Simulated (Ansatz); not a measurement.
## Compressing CuAu3: a fit and a missing row

CuAu3, Pm-3m, a = 3.974 Å. The structure is a COD entry; whether it is the stable form wasn't checked. Ansatz: PBEsol, PAW, 420 eV, Γ-centred 10×10×10 mesh on 4 atoms, Gaussian smearing 0.10 eV; no spin polarisation. Symmetry fixes shape and atoms, so the cell is only scaled; pressure is positive in compression.

| V (Å³/atom) | P (GPa) |
| --- | --- |
| 13.810 | ? |
| 14.281 | 20.99 |
| 14.751 | 12.55 |
| 15.222 | 5.63 |
| 15.693 | -0.01 |
| 16.164 | -4.62 |
| 16.635 | -8.42 |
| 17.262 | -12.45 |

Question: Take V0 = 15.693 Å³/atom, count pressures from its P0 = -0.01 GPa, fit the third-order Birch–Murnaghan form to the other rows, and predict the missing pressure.

Answer: With the Eulerian strain f = ½[(V0/V)^(2/3) − 1] and y = (P − P0)/[3f(1 + 2f)^(5/2)], the form is the line y = B0 + 1.5 B0 (B0′ − 4) f. Rows (f, y): 0.03244, 184.4; 0.02107, 179.2; 0.01026, 174.2; -0.00976, 165.4; -0.01906, 162.1; -0.03078, 157.9. Means f = 0.0006950, y = 170.53; Σ(Δf)² = 0.003005, ΣΔfΔy = 1.270; the slope is their ratio. y = 170.2 + 422.6 f GPa, so B0 = 170.2 GPa and B0′ = 4 + 2 × (422.6)/(3 × 170.2) = 5.66. At V = 13.810, f = 0.04448, y = 189.00 and P = 31.20 GPa. The run gave 31.31 GPa, so the fit is 0.11 GPa too low, a small miss on the scale of the series.

Spin–orbit coupling is left out, which can shift energies with elements as heavy as these.